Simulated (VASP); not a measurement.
Here is a VASP 6.6.1 calculation.

INCAR

```
SYSTEM = PtS2
ALGO     = Normal         ! electronic algorithm
EDIFF    = 1E-6           ! SCF threshold, eV
ENCUT    = 520            ! plane-wave cutoff, eV
GGA      = PE             ! functional
ISIF     = 2              ! what is computed and relaxed
ISMEAR   = 0              ! smearing method
LASPH    = .True.         ! aspherical terms in the spheres
LCHARG   = .False.        ! write CHGCAR
LREAL    = .False.        ! projectors in reciprocal space
LWAVE    = .False.        ! write WAVECAR
NELM     = 60             ! most SCF steps
PREC     = Accurate       ! precision mode
SIGMA    = 0.012          ! smearing width, eV
```

The input KPOINTS:

```
k-points
0
Gamma
  9 9 5
  0 0 0
```

Contents of POSCAR:

```
PtS2
1.0
    3.5432000000      0.0000000000      0.0000000000
   -1.7716000000      3.0685012107      0.0000000000
    0.0000000000      0.0000000000      5.0388000000
Pt S
1 2
Direct
    0.0000000000      0.0000000000      0.0000000000
    0.6666666667      0.3333333333      0.7730000000
    0.3333333333      0.6666666667      0.2270000000
```

Potentials or basis: VASP PAW PBE potentials, release 64 (Pt, S).

Launch:

```console
$ cat potpaw_PBE.64/Pt/POTCAR potpaw_PBE.64/S/POTCAR > POTCAR
$ mpirun -np 1 vasp_std > vasp.out
```

(1) Predict the pressure.

(2) What does it give for the largest force?

Results:

(1) 11.1 GPa.

(2) 1.213 eV/Å.

Caveat: forces of over 1 eV/Å show positions far from the minimum, so gaps and moduli don't describe the material at rest.
